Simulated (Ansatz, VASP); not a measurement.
## One calculation of WS, two programs

```
W S
1.0
     0.00000    2.47710    2.47710
     2.47710    0.00000    2.47710
     2.47710    2.47710    0.00000
W S
1 1
Cartesian
  0.0000 0.0000 0.0000
  2.4771 2.4771 2.4771
```

Alike in both runs: functional PBE; k mesh 8 × 8 × 8; occupations gaussian, width 0.1 eV; no spin polarisation.

Ansatz relaxed the structure, and its values are those at the end. VASP's run is a single point on that final structure, the one shown.

```csv
,VASP,Ansatz
version,VASP 6.6.1,Ansatz 0.2.0
potentials or method,"VASP PAW PBE potentials, release 64 (W_sv, S)","scalar-relativistic, plane waves, PAW"
plane-wave cutoff (eV),520,420
valence electrons in the cell,20,20
```

VASP gave:

* gap on the k mesh at the Fermi level (eV): none
* pressure (GPa): 0.1

**Question.** Which values does Ansatz return?

**Answer.** gap on the k mesh at the Fermi level (eV): none; pressure (GPa): -0.2.

A gap of «none» marks a metal or a gap that the smearing closes.

The runs have no spin-orbit coupling, so splittings on W are missing.
